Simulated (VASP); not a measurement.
# WS2 in VASP: single point with PBEsol+D3(BJ)

Aim: the single point of WS2 with PBEsol+D3(BJ).

Program: VASP 6.6.1. These are calculated values, not measurements. Logs are shortened: lines on timing, memory, paths and dates and some standing lists are left out, and cuts for length are marked.

## Step 1: Starting point

The cell holds a sheet with vacuum, 3 atoms: a = 3.124 Å, b = 3.124 Å, c = 30.080 Å, α = 90.00°, β = 90.00°, γ = 120.00°.

The cell was built by a generator and needn't be a form met in nature.

## Step 2: Single point, PBEsol+D3(BJ)

Contents of INCAR:

```
  PREC = Accurate
  ENCUT = 520
  EDIFF = 1E-6
  ISMEAR = 0
  SIGMA = 0.03
  LREAL = F
  LASPH = T
  NELM = 100
  ALGO = Fast
  ISIF = 2
  LWAVE = F
  LCHARG = F
  LDIPOL = T
  IDIPOL = 3
  DIPOL = 0.5 0.5 0.285
  GGA = PS
  IVDW = 12
  NBANDS = 20
```

Contents of KPOINTS:

```
Automatic mesh
0
Gamma
  12 12 1
```

Contents of POSCAR:

```
WS2
1.0
    3.1236310759      0.0000000000      0.0000000000
   -1.5618155379      2.7051438638      0.0000000000
    0.0000000000      0.0000000000     30.0800000023
S W
2 1
Direct
    0.6666666667      0.3333333333      0.2326294301
    0.6666666667      0.3333333333      0.3371843996
    0.3333333333      0.6666666667      0.2849069149
```

Potentials or basis: VASP PAW PBE potentials, release 64 (S, W_sv).

Launch:

```sh
$ cat potpaw_PBE.64/S/POTCAR potpaw_PBE.64/W_sv/POTCAR > POTCAR
$ mpirun -np 1 vasp_std > vasp.out
```

OUTCAR:

```text
PREC = Accurate
   ENCUT = 520
   EDIFF = 1E-6
   ISMEAR = 0
   LREAL = F
   LASPH = T
   NELM = 100
   ISIF = 2
   GGA = PS
   IVDW = 12
 IVDW          = 12

 ion  position               nearest neighbor table
   1  0.667  0.333  0.233-   3 2.39   3 2.39   3 2.39
   2  0.667  0.333  0.337-   3 2.39   3 2.39   3 2.39
   3  0.333  0.667  0.285-   2 2.39   2 2.39   2 2.39   1 2.39   1 2.39   1 2.39

  LATTYP: Found a hexagonal cell.
 ALAT       =     3.1236310759
 C/A-ratio  =     9.6298183977

  Lattice vectors:

 A1 = (   3.1236310759,   0.0000000000,   0.0000000000)
 A2 = (  -1.5618155379,   2.7051438638,   0.0000000000)
 A3 = (   0.0000000000,   0.0000000000,  30.0800000023)

Analysis of symmetry for initial positions (statically):
=====================================================================
 Subroutine PRICEL returns:
 Original cell was already a primitive cell.

 Routine SETGRP: Setting up the symmetry group for a
 hexagonal supercell.

 Subroutine GETGRP returns: Found 12 space group operations
 (whereof  6 operations were pure point group operations)
 out of a pool of 24 trial point group operations.

The static configuration has the point symmetry C_3v.
 The point group associated with its full space group is D_3h.

Analysis of symmetry for dynamics (positions and initial velocities):
=====================================================================
 Subroutine PRICEL returns:
 Original cell was already a primitive cell.

 Routine SETGRP: Setting up the symmetry group for a
 hexagonal supercell.

 Subroutine GETGRP returns: Found 12 space group operations
 (whereof  6 operations were pure point group operations)
 out of a pool of 24 trial point group operations.

The dynamic configuration has the point symmetry C_3v.
 The point group associated with its full space group is D_3h.

 Subroutine INISYM returns: Found 12 space group operations
 (whereof  6 operations are pure point group operations),
 and found     1 'primitive' translations

----------------------------------------------------------------------------------------

                                     Primitive cell

  volume of cell :     254.1721

  direct lattice vectors                    reciprocal lattice vectors
     3.123631076  0.000000000  0.000000000     0.320140239  0.184833053  0.000000000
    -1.561815538  2.705143864  0.000000000     0.000000000  0.369666107  0.000000000
     0.000000000  0.000000000 30.080000002     0.000000000  0.000000000  0.033244681

[... 87 lines left out ...]
   POTIM  = 0.5000    time-step for ionic-motion
   TEBEG  =    0.0;   TEEND  =   0.0 temperature during run
   PSTRESS=    0.0 pullay stress
   NELECT =      26.0000    total number of electrons
   NUPDOWN=      -1.0000    fix difference up-down
   EMIN   =  10.00;   EMAX   =-10.00  energy-range for DOS
   EFERMI =   0.00;   METHOD = LEGACY
   ISMEAR =     0;   SIGMA  =   0.03  broadening in eV -4-tet -1-fermi 0-gaus
   EFERMI_NEDOS =   21; number of points for ismear=-14 and -15
   IALGO  =     68    algorithm
   IMIX   =      4    mixing-type and parameters
     AMIX     =   0.40;   BMIX     =  1.00
     AMIX_MAG =   1.60;   BMIX_MAG =  1.00
  volume/ion in A,a.u.               =      84.72       571.75
  Fermi-wavevector in a.u.,A,eV,Ry     =   0.765638  1.446845  7.975750  0.586201
  Thomas-Fermi vector in A             =   1.865802
   LORBIT       =      0    0 simple, 1 ext, 2 COOP (PROOUT), +10 PAW based schemes
   GGA     = PS    functional components
   LHFCALC =     F    Hartree Fock is set to
   AEXX    =    0.0000 exact exchange contribution
   IVDW    =    12    specifies the selected vdW correction
   LEPSILON=     F    determine dielectric tensor
   LRPA    =     F    only Hartree local field effects (RPA)
 non-spin polarized calculation
 RMM-DIIS sequential band-by-band and
 Gauss-broadening in eV      SIGMA  =   0.03
  energy-cutoff  :      520.00
  volume of cell :      254.17
 maximum number of plane-waves:      6888
 NGX is ok and might be reduce to    24
   NGX = 11   NGY = 11   NGZ =111

 dipolmoment           0.000000      0.000000     -0.000006 electrons x Angstroem

 number of electron      25.9999997 magnetization

 dipolmoment           0.000000      0.000000      0.000005 electrons x Angstroem

 Free energy of the ion-electron system (eV)
  ---------------------------------------------------
  ext. energy  EPLUGINS =         0.00000000
  ---------------------------------------------------
  free energy    TOTEN  =       -25.24230693 eV

  energy without entropy =      -25.24230693  energy(sigma->0) =      -25.24230693

 E-fermi :  -2.8899     XC(G=0):  -2.6404

 val. band max:       -3.0788849762   @ k =   0.3333   0.3333   0.0000
 cond. band min:      -1.0882981896   @ k =   0.1667   0.1667   0.0000
 fundamental gap:      1.9905867866
 Fermi energy:        -2.8898891687

 k-point     1 :       0.0000    0.0000    0.0000
  band No.  band energies     occupation
      1     -76.9570      2.00000
      2     -41.2550      2.00000
      3     -41.0334      2.00000
      4     -41.0334      2.00000
      5     -18.0499      2.00000
      6     -16.3557      2.00000
[... 426 lines left out ...]
     19       4.1879      0.00000
     20       6.3034      0.00000

------------------------ aborting loop because EDIFF is reached ----------------------------------------

 vacuum level on the upper side and lower side of the slab       (xc-potential included)        -0.008        -0.008

 Edisp (eV)   -0.75652

 E8    (eV) :    -0.5100

  FORCE on cell =-STRESS in cart. coord.  units (eV):
  Direction    XX          YY          ZZ          XY          YZ          ZX
  --------------------------------------------------------------------------------------
  -------------------------------------------------------------------------------------
  Total       0.04044     0.04044     0.03956     0.00000     0.00000     0.00000
  in kB       0.25488     0.25488     0.24937     0.00000     0.00000     0.00000
  external pressure =        0.25 kB  Pullay stress =        0.00 kB

 VOLUME and BASIS-vectors are now :
 -----------------------------------------------------------------------------
  energy-cutoff  :      520.00
  volume of cell :      254.17
      direct lattice vectors                 reciprocal lattice vectors
     3.123631076  0.000000000  0.000000000     0.320140239  0.184833053  0.000000000
    -1.561815538  2.705143864  0.000000000     0.000000000  0.369666107  0.000000000
     0.000000000  0.000000000 30.080000002     0.000000000  0.000000000  0.033244681

 POSITION                                       TOTAL-FORCE (eV/Angst)
 -----------------------------------------------------------------------------------
      1.56182      0.90171      6.99749         0.000000      0.000000     -0.022161
      1.56182      0.90171     10.14251         0.000000     -0.000000      0.022161
     -0.00000      1.80343      8.57000        -0.000000     -0.000000     -0.000000
 -----------------------------------------------------------------------------------
    total drift:                                0.000000      0.000000      0.000166

  FREE ENERGIE OF THE ION-ELECTRON SYSTEM (eV)
  ---------------------------------------------------
  free  energy   TOTEN  =       -25.9988241211 eV

  energy  without entropy=      -25.9988241211  energy(sigma->0) =      -25.99882412

 vacuum level on the upper side and lower side of the slab         2.592         2.592
```

OSZICAR:

```text
N       E                     dE             d eps       ncg     rms          rms(c)
DAV:   1     0.186342882345E+03    0.18634E+03   -0.13011E+04   936   0.994E+02
DAV:   2    -0.851231953330E+01   -0.19486E+03   -0.18730E+03  1040   0.223E+02
DAV:   3    -0.262529818225E+02   -0.17741E+02   -0.17681E+02  1076   0.689E+01
[... 15 lines left out ...]
RMM:  19    -0.252422927461E+02   -0.22361E-05   -0.40084E-07   670   0.320E-03    0.204E-03
RMM:  20    -0.252423015380E+02   -0.87919E-05   -0.34978E-07   615   0.216E-03    0.125E-03
RMM:  21    -0.252423034754E+02   -0.19374E-05   -0.82291E-08   474   0.156E-03    0.940E-04
RMM:  22    -0.252423065199E+02   -0.30444E-05   -0.96604E-08   417   0.129E-03    0.376E-04
RMM:  23    -0.252423069327E+02   -0.41277E-06   -0.26298E-08   325   0.116E-03
   1 F= -.25998824E+02 E0= -.25998824E+02  d E =-.136405E-20
```

It took 94 s on 1 thread of Intel Xeon Platinum 8488C (Sapphire Rapids), shared host; peak memory 0.4 GiB.

What came out:

| Item | Value |
| --- | --- |
| Free energy | -25.9988 eV |
| Largest force | 0.022 eV/Å |
| Band gap on the k mesh | 1.99 eV, indirect (least direct gap 2.04 eV) |
| Dispersion energy per atom | -0.252 eV |

Forces on the atoms (eV/Å):
```
S    0.000  0.000 -0.022
S    0.000  0.000  0.022
W    0.000  0.000  0.000
```

Caveat: the PAW data sets were made with another functional, which shifts forces and pressure a little; spin-orbit coupling is left out, which moves the levels of the heavy elements.
